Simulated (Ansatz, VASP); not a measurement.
# One calculation of BaS, two programs

```
CELL_PARAMETERS angstrom
0.00000 3.23578 3.23578
3.23578 0.00000 3.23578
3.23578 3.23578 0.00000
ATOMIC_POSITIONS crystal
Ba 0.00000 0.00000 0.00000
S 0.50000 0.50000 0.50000
```

Alike in both runs: task single point; functional PBEsol; k mesh 6 × 6 × 6; no spin polarisation.

|  | VASP | Ansatz |
| --- | --- | --- |
| version | VASP 6.6.1 | Ansatz 0.2.0 |
| potentials or method | VASP PAW PBE potentials, release 64 (Ba_sv, S) | plane waves, PAW |
| plane-wave cutoff (eV) | 520 | 500 |
| occupations | gaussian, width 0.01 eV | fixed |
| valence electrons in the cell | 16 | 16 |

```csv
,VASP,Ansatz,Ansatz less VASP
pressure (GPa),-2.1,-2.6,-0.53
```

Caveats: the PAW data sets were made with another functional, which shifts forces and pressure a little (VASP); spin-orbit coupling is left out, which moves the levels of the heavy elements. A k mesh can miss the band edges. PBEsol gaps usually lie below the measured ones, often by a third to a half.
